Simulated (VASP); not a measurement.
# C (Fd-3m) in VASP: further runs, part 2 of 2

VASP 6.6.1.

## 3. Relaxation of cell and atoms, PBEsol

This run uses another cell than the first one, of 5.62 Å³/atom, 0.992 times its volume.

INCAR

```
SYSTEM = C
  ALGO = Fast
  EDIFF = 1E-7
  EDIFFG = -0.002
  ENCUT = 520
  GGA = PS
  IBRION = 2
  ISIF = 3
  ISMEAR = 0
  LASPH = .TRUE.
  LCHARG = .FALSE.
  LREAL = .FALSE.
  LWAVE = .FALSE.
  NELM = 80
  NSW = 80
  PREC = Accurate
  SIGMA = 0.02
```

KPOINTS

```
k-points
0
G
  14 14 14
  0 0 0
```

POSCAR

```
C                                       
1.0
   -0.0000000000      1.7783294398      1.7783294398
    1.7783294398     -0.0000000000      1.7783294398
    1.7783294398      1.7783294398      0.0000000000
  C             
     2
Direct
     0.0000000000000000    0.0000000000000000    0.0000000000000000
     0.2500000000000000    0.2500000000000000    0.2500000000000000
```

Potentials or basis: VASP PAW PBE potentials, release 64 (C).

On the command line:

```sh
cat potpaw_PBE.64/C/POTCAR > POTCAR
mpirun -np 1 vasp_std > vasp.out
```

OUTCAR:

```text
SYSTEM = C
   EDIFF = 1E-7
   EDIFFG = -0.002
   ENCUT = 520
   GGA = PS
   IBRION = 2
   ISIF = 3
   ISMEAR = 0
   LASPH = .TRUE.
   LREAL = .FALSE.
   NELM = 80
   NSW = 80
   PREC = Accurate

 ion  position               nearest neighbor table
   1  0.000  0.000  0.000-   2 1.54   2 1.54   2 1.54   2 1.54
   2  0.250  0.250  0.250-   1 1.54   1 1.54   1 1.54   1 1.54

  LATTYP: Found a face centered cubic cell.
 ALAT       =     3.5566588796

  Lattice vectors:

 A1 = (   0.0000000000,   1.7783294398,   1.7783294398)
 A2 = (   1.7783294398,   0.0000000000,   1.7783294398)
 A3 = (   1.7783294398,   1.7783294398,   0.0000000000)

Analysis of symmetry for initial positions (statically):
=====================================================================
 Subroutine PRICEL returns:
 Original cell was already a primitive cell.

 Routine SETGRP: Setting up the symmetry group for a
 face centered cubic supercell.

 Subroutine GETGRP returns: Found 48 space group operations
 (whereof 24 operations were pure point group operations)
 out of a pool of 48 trial point group operations.

The static configuration has the point symmetry T_d .
 The point group associated with its full space group is O_h .

Analysis of symmetry for dynamics (positions and initial velocities):
=====================================================================
 Subroutine PRICEL returns:
 Original cell was already a primitive cell.

 Routine SETGRP: Setting up the symmetry group for a
 face centered cubic supercell.

 Subroutine GETGRP returns: Found 48 space group operations
 (whereof 24 operations were pure point group operations)
 out of a pool of 48 trial point group operations.

The dynamic configuration has the point symmetry T_d .
 The point group associated with its full space group is O_h .

 Subroutine INISYM returns: Found 48 space group operations
 (whereof 24 operations are pure point group operations),
 and found     1 'primitive' translations

[... 120 lines left out ...]
   LHFCALC =     F    Hartree Fock is set to
   AEXX    =    0.0000 exact exchange contribution
   IVDW    =     0    specifies the selected vdW correction
   LEPSILON=     F    determine dielectric tensor
   LRPA    =     F    only Hartree local field effects (RPA)
 conjugate gradient relaxation of ions
 non-spin polarized calculation
 RMM-DIIS sequential band-by-band and
 Gauss-broadening in eV      SIGMA  =   0.02
  energy-cutoff  :      520.00
  volume of cell :       11.25
 maximum number of plane-waves:       316
   NGX =  9   NGY =  9   NGZ =  9

 number of electron       7.9999999 magnetization

 Free energy of the ion-electron system (eV)
  ---------------------------------------------------
  ext. energy  EPLUGINS =         0.00000000
  ---------------------------------------------------
  free energy    TOTEN  =       -19.24986079 eV

  energy without entropy =      -19.24986079  energy(sigma->0) =      -19.24986079

 E-fermi :  10.0219     XC(G=0): -13.4749

 val. band max:        9.8327284266   @ k =   0.0000   0.0000   0.0000
 cond. band min:      13.8577553492   @ k =   0.3571   0.3571   0.0000
 fundamental gap:      4.0250269226
 Fermi energy:        10.0218503065

 k-point     1 :       0.0000    0.0000    0.0000
  band No.  band energies     occupation
      1     -11.8038      2.00000
      2       9.8327      2.00000
      3       9.8327      2.00000
      4       9.8327      2.00000
      5      15.3952      0.00000
      6      15.3952      0.00000
      7      15.3952      0.00000
      8      23.3954      0.00000
[... 243 lines left out ...]
 k-point    24 :       0.2857    0.1429    0.0000
  band No.  band energies     occupation
      1      -9.7336      2.00000
      2       3.7540      2.00000
      3       6.4614      2.00000
      4       7.2193      2.00000
      5      15.7016      0.00000
      6      19.8559      0.00000
      7      19.9290      0.00000
      8      22.1777      0.00000

 [... further k-points ...]

------------------------ aborting loop because EDIFF is reached ----------------------------------------

  FORCE on cell =-STRESS in cart. coord.  units (eV):
  Direction    XX          YY          ZZ          XY          YZ          ZX
  --------------------------------------------------------------------------------------
  -------------------------------------------------------------------------------------
  Total        0.0007944      0.0007944      0.0007944      0.0000000      0.0000000      0.0000000
  in kB        0.1131618      0.1131618      0.1131618      0.0000000      0.0000000      0.0000000
  external PRESSURE =       0.1131618 kB  Pullay stress =       0.0000000 kB

 VOLUME and BASIS-vectors are now :
 -----------------------------------------------------------------------------
  energy-cutoff  :      520.00
  volume of cell :       11.25
      direct lattice vectors                 reciprocal lattice vectors
     0.000000000  1.778329440  1.778329440    -0.281162752  0.281162752  0.281162752
     1.778329440  0.000000000  1.778329440     0.281162752 -0.281162752  0.281162752
     1.778329440  1.778329440  0.000000000     0.281162752  0.281162752 -0.281162752

 POSITION                                       TOTAL-FORCE (eV/Angst)
 -----------------------------------------------------------------------------------
      0.00000      0.00000      0.00000         0.000000      0.000000      0.000000
      0.88916      0.88916      0.88916        -0.000000     -0.000000     -0.000000
 -----------------------------------------------------------------------------------
    total drift:                                0.000000      0.000000      0.000000

  FREE ENERGIE OF THE ION-ELECTRON SYSTEM (eV)
  ---------------------------------------------------
  free  energy   TOTEN  =       -19.2498607873 eV

  energy  without entropy=      -19.2498607873  energy(sigma->0) =      -19.24986079

 reached required accuracy - stopping structural energy minimisation
```

CONTCAR:

```text
C
   1.00000000000000
     0.0000000000000000    1.7783294398000000    1.7783294398000000
     1.7783294398000000    0.0000000000000000    1.7783294398000000
     1.7783294398000000    1.7783294398000000    0.0000000000000000
  C
     2
Direct
     0.0000000000000000    0.0000000000000000    0.0000000000000000
     0.2500000000000000    0.2500000000000000    0.2500000000000000

  0.00000000E+00  0.00000000E+00  0.00000000E+00
  0.00000000E+00  0.00000000E+00  0.00000000E+00
```

Run time: 8.6 s. Hardware: 1 thread of Intel Xeon Platinum 8375C at 2.90GHz (Ice Lake), shared host; peak memory 0.12 GiB.

Results:

- Free energy: -19.2499 eV
- Pressure after relaxing: 0.0 GPa
- Band gap on the k mesh: 4.03 eV, indirect (least direct gap 5.56 eV)

Final structure:
```
C
1.0
     0.00000    1.77833    1.77833
     1.77833    0.00000    1.77833
     1.77833    1.77833    0.00000
C
2
Direct
  0.00000 0.00000 0.00000
  0.25000 0.25000 0.25000
```

Caveat: the relaxation stopped at its first step, so nothing moved; the PAW data sets were made with another functional, which shifts forces and pressure a little.

## 4. Single point, PBEsol

This run uses another cell than the first one, of 5.62 Å³/atom, 0.992 times its volume.

INCAR

```
SYSTEM = C
PREC = Accurate
ENCUT = 520
EDIFF = 1E-7
ISMEAR = 0
SIGMA = 0.02
LREAL = .False.
LASPH = .True.
NELM = 80
ALGO = Fast
ISIF = 2
LWAVE = .False.
LCHARG = .False.
GGA = PS
```

KPOINTS

```
Automatic mesh
0
Gamma
  14 14 14
  0 0 0
```

POSCAR: that of step 3 with these lines changed.

```diff
@@ -2,4 +2,4 @@
 1.0
-   -0.0000000000      1.7783294398      1.7783294398
-    1.7783294398     -0.0000000000      1.7783294398
+    0.0000000000      1.7783294398      1.7783294398
+    1.7783294398      0.0000000000      1.7783294398
     1.7783294398      1.7783294398      0.0000000000
```

Potentials or basis: VASP PAW PBE potentials, release 64 (C).

On the command line:

```sh
cat potpaw_PBE.64/C/POTCAR > POTCAR
mpirun -np 1 vasp_std > vasp.out
```

OUTCAR:

```text
SYSTEM = C
   PREC = Accurate
   ENCUT = 520
   EDIFF = 1E-7
   ISMEAR = 0
   LREAL = .False.
   LASPH = .True.
   NELM = 80
   ISIF = 2
   GGA = PS

 ion  position               nearest neighbor table
   1  0.000  0.000  0.000-   2 1.54   2 1.54   2 1.54   2 1.54
   2  0.250  0.250  0.250-   1 1.54   1 1.54   1 1.54   1 1.54

  LATTYP: Found a face centered cubic cell.
 ALAT       =     3.5566588796

  Lattice vectors:

[... 451 lines left out ...]
      8      22.1777      0.00000

 [... further k-points ...]

------------------------ aborting loop because EDIFF is reached ----------------------------------------

  FORCE on cell =-STRESS in cart. coord.  units (eV):
  Direction    XX          YY          ZZ          XY          YZ          ZX
  --------------------------------------------------------------------------------------
  -------------------------------------------------------------------------------------
  Total        0.0007901      0.0007901      0.0007901     -0.0000000      0.0000000     -0.0000000
  in kB        0.1125429      0.1125429      0.1125429     -0.0000000      0.0000000     -0.0000000
  external PRESSURE =       0.1125429 kB  Pullay stress =       0.0000000 kB

 VOLUME and BASIS-vectors are now :
 -----------------------------------------------------------------------------
  energy-cutoff  :      520.00
  volume of cell :       11.25
      direct lattice vectors                 reciprocal lattice vectors
     0.000000000  1.778329440  1.778329440    -0.281162752  0.281162752  0.281162752
     1.778329440  0.000000000  1.778329440     0.281162752 -0.281162752  0.281162752
     1.778329440  1.778329440  0.000000000     0.281162752  0.281162752 -0.281162752

 POSITION                                       TOTAL-FORCE (eV/Angst)
 -----------------------------------------------------------------------------------
      0.00000      0.00000      0.00000         0.000000      0.000000      0.000000
      0.88916      0.88916      0.88916        -0.000000     -0.000000     -0.000000
 -----------------------------------------------------------------------------------
    total drift:                                0.000000      0.000000      0.000000

  FREE ENERGIE OF THE ION-ELECTRON SYSTEM (eV)
  ---------------------------------------------------
  free  energy   TOTEN  =       -19.2498608012 eV

  energy  without entropy=      -19.2498608012  energy(sigma->0) =      -19.24986080
```

stdout:

```text
POSCAR found type information on POSCAR C
 POSCAR found :  1 types and       2 ions
 scaLAPACK will be used
 -----------------------------------------------------------------------------
|                                                                             |
|                                                                             |
|     You enforced a specific xc type in the INCAR file but a different       |
|     I HOPE YOU KNOW WHAT YOU ARE DOING!                                     |
|                                                                             |
 -----------------------------------------------------------------------------

 LDA part: xc-table for (Slater+PW92), standard interpolation
 POSCAR, INCAR and KPOINTS ok, starting setup
 FFT: planning ... GRIDC
 FFT: planning ... GRID_SOFT
 FFT: planning ... GRID
 WAVECAR not read
 entering main loop
```

Wall time 8.4 s (1 thread of Intel Xeon Platinum 8375C at 2.90GHz (Ice Lake), shared host); peak memory 0.12 GiB.

Results:

- Free energy: -19.2499 eV
- Pressure: 0.0 GPa
- Band gap on the k mesh: 4.03 eV, indirect (least direct gap 5.56 eV)

Caveat: the PAW data sets were made with another functional, which shifts forces and pressure a little. PBEsol gaps usually lie below the measured ones, often by a third to a half.
